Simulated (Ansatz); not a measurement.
Computed with DFT PBE, scalar-relativistic, plane waves, PAW in Ansatz 0.2.0. Settings of the last relaxation (4-atom cell): 420 eV, 18×18×8 k points, Gaussian smearing of 0.10 eV, no spin polarisation.

The zero of energy is the elements' standard structures at the same level; no fitted shifts are applied. The references include black phosphorus.

Problem. Suggest a trial structure for a hexagonal metal with formula NbP, with a formation energy near −0.98 eV/atom and a density near 6.43 g/cm³, in a cell of 4 atoms.

Solution. NbP, space group P6_3/mmc (No. 194). Nb has 6 P at 2.55 Å; P is surrounded by 6 Nb at 2.55 Å.

```cif
data_structure
_symmetry_space_group_name_H-M 'P 1'
_symmetry_Int_Tables_number 1
_cell_length_a 3.3145
_cell_length_b 3.3145
_cell_length_c 6.7227
_cell_angle_alpha 90.000
_cell_angle_beta 90.000
_cell_angle_gamma 120.000
_cell_volume 63.96
loop_
_atom_site_label
_atom_site_type_symbol
_atom_site_fract_x
_atom_site_fract_y
_atom_site_fract_z
_atom_site_occupancy
Nb1 Nb 0.00000 0.00000 0.00000 1
Nb2 Nb 0.00000 0.00000 0.50000 1
P1 P 0.33333 0.66667 0.25000 1
P2 P 0.66667 0.33333 0.75000 1
```

The volume per atom is 15.99 Å³ and the density is 6.43 g/cm³. The energy over the elements is −0.98 eV/atom. The gap on the 18×18×8 mesh of the 4-atom cell is 0 eV (a metal).

It was reached by relaxing an invented guess, and it needn't be the stable form of this composition. The answer needn't be unique; the calculation gave this one.

The reference form of P is held partly by dispersion forces, which this level lacks. A structure relaxed within its symmetry needn't be a true minimum.
